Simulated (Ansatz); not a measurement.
A Si vacancy and a C vacancy, 7.78 Å apart on the ideal sites in 4H-SiC, 94 atoms, charge 0 (k site)

All numbers come from Ansatz (PAW, plane waves, no spin–orbit coupling) at the single k point (¼, ¼, ¼) without its symmetry partners. The atoms were relaxed with PBEsol in a fixed cell; other functionals are single points on those atoms unless said otherwise. The valence top and gap of the host come from its small cell on a dense mesh, with the band extrema sought between the mesh points, lined up by the mean potential, PBEsol gap 2.12 eV, r²SCAN gap 2.60 eV.

Cell: a = 9.234 Å, b = 10.663 Å, c = 10.076 Å, α = 90.00°, β = 90.00°, γ = 90.00°.

Nearest atoms after relaxation, from the placed atom (for vacancies from the middle of the vacant sites): Si at 0.93 Å, C at 0.94 Å, Si at 2.36 Å, C at 2.37 Å, C at 2.37 Å, Si at 2.38 Å, C at 2.38 Å, Si at 2.39 Å.

Chemical potentials μ are those of reference phases of the elements at zero temperature by the same functional (the usual solids, diamond for C, grey Sn, and the molecules H2, N2, O2, F2, Cl2, Br2 and S8).

| functional | E(defect) − E(host) − Σ nμ + q·E_VBM (eV) | monopole (eV) | alignment (eV) | formation energy at E_F = VBM (eV) | moment (μB) | wall time, shared host |
| --- | --- | --- | --- | --- | --- | --- |
| PBEsol | 11.48 | 0.00 | 0.00 | 11.48 | 2.0 | 12 s on NVIDIA GB300 (relaxation) |

Q: Estimate the formation energy and moment that r²SCAN gives on these atoms.

A: 11.88 eV at E_F = VBM, moment 2.0 μB.

r²SCAN one-electron levels near the gap (the ten most localised at most), from the host's valence top:

| level (eV) | spin | filling | atoms sharing it | element of the atom with most weight |
| --- | --- | --- | --- | --- |
| 0.16 | down | 1.00 | 12.4 | C |
| 0.21 | up | 1.00 | 8.3 | C |
| 0.68 | up | 1.00 | 7.8 | C |
| 0.99 | up | 1.00 | 5.3 | C |
| 1.42 | down | 1.00 | 7.8 | C |
| 1.69 | down | 0.00 | 12.6 | C |
| 1.81 | up | 0.00 | 9.9 | Si |
| 2.00 | up | 0.00 | 11.8 | Si |
| 2.13 | up | 0.00 | 11.8 | Si |
| 2.13 | down | 0.00 | 11.8 | Si |

All elements are taken at their own reference at once; growth conditions in equilibrium with the host shift these energies, by up to the host's formation enthalpy.

One k point and a cell of this size can leave errors of several tenths of an eV in such numbers.
